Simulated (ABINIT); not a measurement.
# Zr (P6_3/mmc) in ABINIT: further runs, part 2 of 2

ABINIT 10.8.3 (patched build). The steps go on from the part before.

### Step 3. Single point, r2SCAN

run.abi reads:

```
# Pseudopotentials
pp_dirpath "./"
pseudos "Zr.GGA_PBE-JTH.xml"

# Structure
acell 3*1.0 Angstrom
rprim
     3.2320000000     0.0000000000     0.0000000000
    -1.6160000000     2.7989941050     0.0000000000
     0.0000000000     0.0000000000     5.1470000000
ntypat 1
znucl 40
natom 2
typat 1 1
xcart
     3.0537974177     1.7631107608     7.2948152726
    -0.0000000003     3.5262215221     2.4316050909

# Plane-wave basis
ecut 20.0
pawecutdg 40.0

# k points
kptopt 1
ngkpt 4 4 2
nshiftk 1
shiftk 0.0 0.0 0.0

# Exchange and correlation
ixc -497498
usekden 1
pawxcdev 0

# Bands and occupations
nband 16
occopt 3
tsmear 0.00183747

# SCF cycle
nstep 100
tolvrs 1.0e-7

# Output
iomode 3
prtwf 0
prtden 0
prteig 0
prtebands 0
enunit 2
```

Potentials or basis: JTH PAW PBE v2.0.

Launch:

```bash
> abinit run.abi > log 2>&1
```

run.abo:

```text
.Version 10.8.3 of ABINIT
 Symmetries : space group P6_3/m m c (#194); Bravais hP (primitive hexag.)
================================================================================
 Values of the parameters that define the memory need of the present run
     intxc =       0    ionmov =       0      iscf =      17    lmnmax =      18
     lnmax =       6     mgfft =      40  mpssoang =       3    mqgrid =    3001
     natom =       2  nloc_mem =       2    nspden =       1   nspinor =       1
    nsppol =       1      nsym =      24    n1xccc =       1    ntypat =       1
    occopt =       3   xclevel =       2
       mpw =        1350          nfft =       29160          nkpt =           8
 PAW method is used; the additional fine FFT grid is defined by:
   mgfftf=        60    nfftf =     77760
================================================================================
================================================================================

--------------------------------------------------------------------------------
[... 246 lines left out ...]
- sigma(2 2)= -2.03716454E+00  sigma(3 1)=  0.00000000E+00
- sigma(3 3)=  4.56921291E-01  sigma(2 1)=  0.00000000E+00

== END DATASET(S) ==============================================================
================================================================================

 -outvars: echo values of variables after computation  --------
            acell      1.8897261259E+00  1.8897261259E+00  1.8897261259E+00 Bohr
           etotal     -6.8353230559E+01
            fcart      3.7198266535E-29  6.2838440985E-29 -0.0000000000E+00
                      -3.7198266535E-29 -6.2838440985E-29 -0.0000000000E+00
            rprim      3.2320000000E+00  0.0000000000E+00  0.0000000000E+00
                      -1.6160000000E+00  2.7989941050E+00  0.0000000000E+00
                       0.0000000000E+00  0.0000000000E+00  5.1470000000E+00
           strten     -6.9241815539E-05 -6.9241815371E-05  1.5530439027E-05
                       0.0000000000E+00  0.0000000000E+00  0.0000000000E+00
           xangst      1.6159999995E+00  9.3299803405E-01  3.8602499983E+00
                      -5.4689805732E-10  1.8659960691E+00  1.2867499983E+00
             xred      6.6666666633E-01  3.3333333299E-01  7.4999999966E-01
                       3.3333333299E-01  6.6666666633E-01  2.4999999966E-01
 Calculation completed.
```

Wall time 19 s (1 thread of Arm Neoverse V2, shared host); peak memory 0.13 GiB.

What came out:

```yaml
Free_energy: -1859.9862 eV
Pressure: 1.2 GPa
Band_gap_on_the_k_mesh: none (metal or under the smearing width)
Valence_electrons_inside_the_program's_atomic_spheres: Zr 9.01 (radii [1.1749] Å)
```

Stress tensor (GPa, compression positive):
```
 2.04  0.00  0.00
 0.00  2.04  0.00
 0.00  0.00 -0.46
```

Caveat: the k mesh is coarse (spacing up to 0.61 Å⁻¹), so the values aren't converged; totals of a meta-GGA on PAW files have another zero than those of a GGA; the PAW data sets were made with another functional, which shifts forces and pressure a little.

### Step 4. Single point, PBEsol

run.abi reads:

```
# Pseudopotentials
pp_dirpath "./"
pseudos "Zr.GGA_PBE-JTH.xml"

# Structure
acell 3*1.0 Angstrom
rprim
     3.2320000000     0.0000000000     0.0000000000
    -1.6160000000     2.7989941050     0.0000000000
     0.0000000000     0.0000000000     5.1470000000
ntypat 1
znucl 40
natom 2
typat 1 1
xred
     0.6666666667     0.3333333333     0.7500000000
     0.3333333333     0.6666666667     0.2500000000

# Plane-wave basis
ecut 17.0
pawecutdg 34.0

# k points
kptopt 1
ngkpt 5 5 3
nshiftk 1
shiftk 0.0 0.0 0.0

# Exchange and correlation
ixc -116133

# Bands and occupations
nband 16
occopt 3
tsmear 0.05 eV

# SCF cycle
nstep 100
tolvrs 1.0e-9

# Output
iomode 3
prtwf 0
prteig 0
prtebands 0
enunit 1
prtvol 2
prtden 1
prtvha 1
prtvclmb 1
prtpot 1
```

Launch:

```bash
> abinit run.abi > log 2>&1
```

Wall time 9.5 s (1 thread of Arm Neoverse V2, shared host); peak memory 0.11 GiB.

Results (log left out):

```yaml
Free_energy: -2585.2392 eV
Pressure: -3.1 GPa
Band_gap_on_the_k_mesh: none (metal or under the smearing width)
Valence_electrons_inside_the_program's_atomic_spheres: Zr 9.00 (radii [1.1749] Å)
```

Stress tensor (GPa, compression positive):
```
-2.47  0.00  0.00
 0.00 -2.47  0.00
 0.00  0.00 -4.29
```

Levels at points of the mesh, in eV from the Fermi level:
| k point | band 8 | band 9 | band 10 | band 11 | band 12 | band 13 | band 14 | band 15 | band 16 |
| --- | --- | --- | --- | --- | --- | --- | --- | --- | --- |
| (0.00, 0.00, 0.00) | -26.15 | -5.54 | -2.91 | 0.99 | 0.99 | 1.13 | 1.31 | 1.69 | 1.69 |

Caveat: the k mesh is coarse (spacing up to 0.45 Å⁻¹), so the values aren't converged; the PAW data sets were made with another functional, which shifts forces and pressure a little.

### Step 5. Single point, PBEsol

Edit run.abi of step 4 so:

```diff
@@ -14,5 +14,5 @@
 typat 1 1
-xred
-     0.6666666667     0.3333333333     0.7500000000
-     0.3333333333     0.6666666667     0.2500000000
+xcart
+     3.0537974177     1.7631107608     7.2948152726
+    -0.0000000003     3.5262215221     2.4316050909
 
@@ -24,3 +24,3 @@
 kptopt 1
-ngkpt 5 5 3
+ngkpt 7 7 4
 nshiftk 1
@@ -43,9 +43,5 @@
 prtwf 0
+prtden 0
 prteig 0
 prtebands 0
-enunit 1
-prtvol 2
-prtden 1
-prtvha 1
-prtvclmb 1
-prtpot 1
+enunit 2
```

Launch:

```bash
> abinit run.abi > log 2>&1
```

Run time: 14 s. Hardware: 1 thread of Arm Neoverse V2, shared host; peak memory 0.11 GiB.

It converged, with:

```
Free energy                                           : -2585.2313 eV
Pressure                                              : -3.2 GPa
Band gap on the k mesh                                : none (metal or under the smearing width)
Valence electrons inside the program's atomic spheres : Zr 9.01 (radii [1.1749] Å)
```

Stress tensor (GPa, compression positive):
```
-3.20  0.00  0.00
 0.00 -3.20  0.00
 0.00  0.00 -3.34
```

Levels at points of the mesh, in eV from the Fermi level:
```tsv
k point	band 9	band 10	band 11	band 12	band 13	band 14	band 15	band 16
(0.00, 0.00, 0.00)	-5.74	-3.10	0.79	0.79	0.95	1.12	1.49	1.49
(0.00, 0.00, 0.50)	-4.02	-4.02	-0.02	-0.02	0.70	0.70	0.70	0.70
```

Caveat: the PAW data sets were made with another functional, which shifts forces and pressure a little.

### Step 6. Summary

| task | level | potentials or basis | cell | k mesh | cutoff (eV) | cell freedom (optcell) | cutoff smearing ecutsm (Ha) | optimiser (ionmov) | force stop (Ha/bohr) | fine-grid cutoff | mesh quality | gap on the mesh (eV) | pressure (GPa) |
| --- | --- | --- | --- | --- | --- | --- | --- | --- | --- | --- | --- | --- | --- |
| relaxation of cell and atoms | LDA-PZ | JTH PAW LDA v2.0 | relaxed | 9 × 9 × 5 | 463 | 2 | 0.5 | 22 | 5e-05 | 925.187 eV | not flagged | none | 0.0 |
| single point | r2SCAN | JTH PAW PBE v2.0 | as given | 4 × 4 × 2 | 544 | - | - | - | - | 1088.46 eV | coarse | none | 1.2 |
| single point | PBEsol | JTH PAW PBE v2.0 | as given | 5 × 5 × 3 | 463 | - | - | - | - | 925.187 eV | coarse | none | -3.1 |
| single point | PBEsol | JTH PAW PBE v2.0 | as given | 7 × 7 × 4 | 463 | - | - | - | - | 925.187 eV | not flagged | none | -3.2 |

Alike in all rows: no spin polarisation; smearing fermi-dirac 0.05 eV.

Caveats: some runs use coarse meshes; the PAW data sets were made with another functional, which shifts forces and pressure a little (some runs); totals of a meta-GGA on PAW files have another zero than those of a GGA (some runs).

Absolute energies hang on the potentials; compare differences alone.
